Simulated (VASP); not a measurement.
The system is KF (Carobbiite).

```
K F
1.0
     0.00000    2.67185    2.67185
     2.67185    0.00000    2.67185
     2.67185    2.67185    0.00000
K F
1 1
Direct
  0.00000 0.00000 0.00000
  0.50000 0.50000 0.50000
```

```yaml
Program: VASP 6.6.1
Task: relaxation of cell and atoms
Functional: PBE
Potentials_or_basis: VASP PAW PBE potentials, release 64 (K_sv, F)
Cutoff: 600 eV
k_mesh: 10 × 10 × 10
Occupations: gaussian, width 0.03 eV
Spin: no spin polarisation
```

At the start: pressure 1.4 GPa; volume 19.07 Å³/atom.

Question: Where does the relaxation end?

Answer: Over 4 steps the energy falls by 3.5 meV/atom and the volume is 19.92 Å³/atom (+4.4 %); space group Fm-3m (No. 225, to 0.05 Å).

Step by step:
```csv
step,energy change (eV),largest force (eV/Å),pressure (GPa),volume (Å³)
1,0.0000,0.0000,1.41,38.15
2,-0.0057,0.0000,0.58,39.08
3,-0.0069,0.0000,-0.11,39.98
4,-0.0070,0.0000,0.00,39.83
```

Final structure:
```xyz
2
Lattice="0.0000 2.7107 2.7107 2.7107 0.0000 2.7107 2.7107 2.7107 0.0000" Properties=species:S:1:pos:R:3 pbc="T T T"
K     0.0000    0.0000    0.0000
F     2.7107    2.7107    2.7107
```
